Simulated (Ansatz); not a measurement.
## Scan of one atom of the cell for ZrO2 (tetragonal-ZrO2 type, space group P4_2/nmc)

Starting cell, ZrO2 (tetragonal-ZrO2 type, space group P4_2/nmc):

```xyz
6
Lattice="3.5845 0.0000 0.0000 0.0000 3.5845 0.0000 0.0000 0.0000 5.1772" Properties=species:S:1:pos:R:3 pbc="T T T"
Zr     0.0000     0.0000     0.0000
Zr     1.7922     1.7922     2.5886
O      0.0000     1.7922     1.0431
O      0.0000     1.7922     3.6317
O      1.7922     0.0000     1.5455
O      1.7922     0.0000     4.1341
```

In each cell atom 6 (O, nearest neighbour Zr at 2.074 Å; its periodic images, 3.6 Å or more away, move with it) moves by s·(0.707, 0.707, 0.000) (along Cartesian [110]), the rest being held.

The numbers are results of PBEsol (plane waves to 420 eV, PAW, scalar-relativistic; Ansatz, a quantum-chemistry and plane-wave program), not measurements. k mesh 8×8×5 (Γ-centred), Fermi-Dirac smearing 0.05 eV. Energies are smeared free energies. Compression counts positive. F∥ is the force on the atom along that direction. F⊥ is the part of the force across the line. This is a high-temperature form of ZrO2. ZrO2 is run without spin polarisation. ZrO2 was relaxed with its symmetry unable to fall. ΔE is measured from the undisplaced structure.

```tsv
s (Å)	ΔE (eV/cell)	|F⊥| (eV/Å)	P (GPa)	F∥ (eV/Å)
-0.410	0.977	2.530	6.74	4.915
-0.328	0.618	1.925	4.35	3.848
-0.246	0.344	1.381	2.46	2.835
-0.164	0.152	0.889	1.10	1.865
-0.082	0.038	0.434	0.27	0.925
0.000	0.000	0.000	0.00	0.000
0.082	0.038	0.434	0.27	-0.925
0.164	0.152	0.889	1.10	-1.865
0.246	0.344	1.381	2.46	-2.835
0.328	0.618	1.925	4.35	-3.848
0.410	0.977	2.530	6.74	-4.915
```

Summary:

The energy at s = 0.410 Å is 977 meV/cell and the force along the line at s = -0.410 Å is 4.92 eV/Å. The force constant k = d²E/ds² at s = 0 (finite differences) is 11.2 eV/Å². Symmetry of the curve: even: the same for both signs. Shape of the curve: a single well with its minimum at or next to zero displacement. Harmonic estimate at the end of the scan: ½ks² = 945 meV/cell against the computed 977 meV/cell, so the well is close to harmonic there.

(A displaced cell: forces are minus the slopes of the energy, force constants its curvatures, and phonons follow from these.)
